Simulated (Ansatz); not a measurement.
**Polymorphs of HfSi3O8**

These are results of Ansatz 0.2.0, DFT PBE, scalar-relativistic, plane waves, PAW, not measurements. Settings: cutoff 420 eV, Γ-centred meshes spaced at most about 0.3 Å⁻¹ (2π included), Gaussian smearing. No spin polarisation.

The zero of energy is the elements' standard structures at the same level (O₂ as a molecule); no fitted shifts are applied.

All energies are static (0 K, no zero-point motion). Larger cells and other orderings weren't all tried, so the list isn't exhaustive. Spin–orbit coupling, which can matter for Hf, is left out. Kohn–Sham gaps at this level usually fall short of measured ones.

Invented guesses were relaxed alike, and ends that match in structure were merged. ΔE counts from the first row. Coordination counts O atoms around Hf and Si (those within 1.25 times the shortest such distance or 1.15 times the sum of covalent radii; a plus sign parts nearer from farther groups; a slash parts the counts of unlike sites). The ends were matched against large subsets of the Crystallography Open Database and the Materials Project, so a missing match doesn't prove that a structure is unreported.

| # | reached from | type and space group | atoms | Å³/atom | coordination | ΔE (meV/atom) | gap on mesh (eV) | in databases | checks |
| --- | --- | --- | --- | --- | --- | --- | --- | --- | --- |
| 1 | a relaxed cell, shaken at random and relaxed again | C2 (No. 5) | 12 | 18.3 | Hf 4, Si 4 | 0 | 5.11 | no match | no imaginary mode at Γ (other wave vectors untested) |
| 2 | Hf/Si ordered on a cell of SiO2 | P-4m2 (No. 115) | 12 | 20.1 | Hf 4, Si 4 | 13 | 4.66 | no match | - |
| 3 | Hf and Si ordered on rutile sites | Cmmm (No. 65) | 12 | 9.2 | Hf 6, Si 4+2/6 | 237 | 3.36 | no match | - |

The lowest: Space group C2 (No. 5), monoclinic, a = 7.531 Å, b = 7.669 Å, c = 7.592 Å, β = 90.0°. Hf has 4 O at 1.94–1.95 Å; around Si on a site of symmetry 1 lie 4 O at 1.62–1.63 Å; Si on a site of symmetry 2 has 4 O at 1.63 Å; O on its first site has 1 Si at 1.62 Å and 1 Hf at 1.95 Å; O on its second site is surrounded by 2 Si at 1.63 Å; 2 more sites not described. Its energy over the elements is −2.880 eV/atom. Whether it is stable depends on the other phases of the system, which aren't compared here. An observed structure of this formula, if there is one, may be missing.

```cif
data_structure
_symmetry_space_group_name_H-M 'P 1'
_symmetry_Int_Tables_number 1
_cell_length_a 5.3740
_cell_length_b 5.3740
_cell_length_c 7.5922
_cell_angle_alpha 90.032
_cell_angle_beta 90.032
_cell_angle_gamma 91.041
_cell_volume 219.23
loop_
_atom_site_label
_atom_site_type_symbol
_atom_site_fract_x
_atom_site_fract_y
_atom_site_fract_z
_atom_site_occupancy
Hf1 Hf 0.98008 0.01991 0.00000 1
Si1 Si 0.02348 0.52403 0.26873 1
Si2 Si 0.47597 0.97652 0.73127 1
Si3 Si 0.52262 0.47738 0.50000 1
O1 O 0.03767 0.81303 0.20631 1
O2 O 0.53688 0.23941 0.63157 1
O3 O 0.03087 0.35537 0.08984 1
O4 O 0.54122 0.74003 0.60632 1
O5 O 0.64463 0.96913 0.91016 1
O6 O 0.25997 0.45878 0.39368 1
O7 O 0.18697 0.96233 0.79369 1
O8 O 0.76059 0.46312 0.36844 1
```

The second: Space group P-4m2 (No. 115), tetragonal, a = 5.501 Å, c = 7.986 Å. Hf has 4 O at 1.93 Å; Si on a site of symmetry 2mm is surrounded by 4 O at 1.62–1.63 Å; Si on a site of symmetry -4m2 is surrounded by 4 O at 1.63 Å; around O on its first site lie 1 Si at 1.62 Å and 1 Hf at 1.93 Å; 1 more site not described. Counting O atoms around Hf and Si, the first and the second both have Hf 4, Si 4. Shaken at random and relaxed again, row 2 falls into row 1, 13 meV/atom lower, so it is a saddle point or a shallow minimum. Cells without such a test can be saddle points. Some candidate types were left out of the draw beforehand, so a known form may be missing.

The two lowest structures are open frameworks of corner-linked tetrahedra, differing by only 13 meV/atom. Their Si–O and Hf–O distances are nearly the same, yet the volume falls from 20.1 to 18.3 Å³/atom. This suggests that the gain comes from cooperative tilting, which bends the soft oxygen bridges while leaving the stiff tetrahedra almost intact.

The rutile-derived arrangement lies far higher because silicon, with its strong, directional bonds to oxygen, prefers fourfold coordination at low pressure. Its much smaller volume means that compression should favour it over the open frameworks, as in silica itself.

Fourfold hafnium is the unusual feature. The large Hf⁴⁺ ion normally takes seven or eight oxygen neighbours in its oxide and orthosilicate, so the tetrahedral site is probably inherited from the silica template rather than being a real preference. Decomposition into hafnon, HfSiO₄, and silica, which would give both cations their customary surroundings, is therefore the obvious threat to the C2 framework.
